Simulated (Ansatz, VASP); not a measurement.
# Pt in VASP and in Ansatz

```
Pt
1.0
     2.71030    0.00000    0.00000
    -1.35515    2.34719    0.00000
     0.00000    0.00000    4.54230
Pt
2
Cartesian
  1.3552 0.7824 3.4067
  0.0000 1.5648 1.1356
```

Alike in both runs: task single point; functional PBE; k mesh 18 × 18 × 10; occupations gaussian, width 0.15 eV; no spin polarisation.

|  | VASP | Ansatz |
| --- | --- | --- |
| version | VASP 6.6.1 | Ansatz 0.2.0 |
| potentials or method | VASP PAW PBE potentials, release 64 (Pt) | scalar-relativistic, plane waves, PAW |
| plane-wave cutoff (eV) | 520 | 420 |
| valence electrons in the cell | 20 | 36 |

```csv
,VASP,Ansatz,Ansatz less VASP
gap on the k mesh at the Fermi level (eV),none,none,-
pressure (GPa),25.7,26.2,+0.56
largest component of the traceless stress (GPa),3.46,3.55,+0.089
```

A gap of «none» marks a metal or a gap that the smearing closes. The two sets of potentials don't hold the same shells in valence.

Caveats: so large a pressure means that the cell lies far from this level's equilibrium, or that cutoff or potentials fall short (VASP). Spin-orbit coupling is left out, which matters for the levels of Pt.
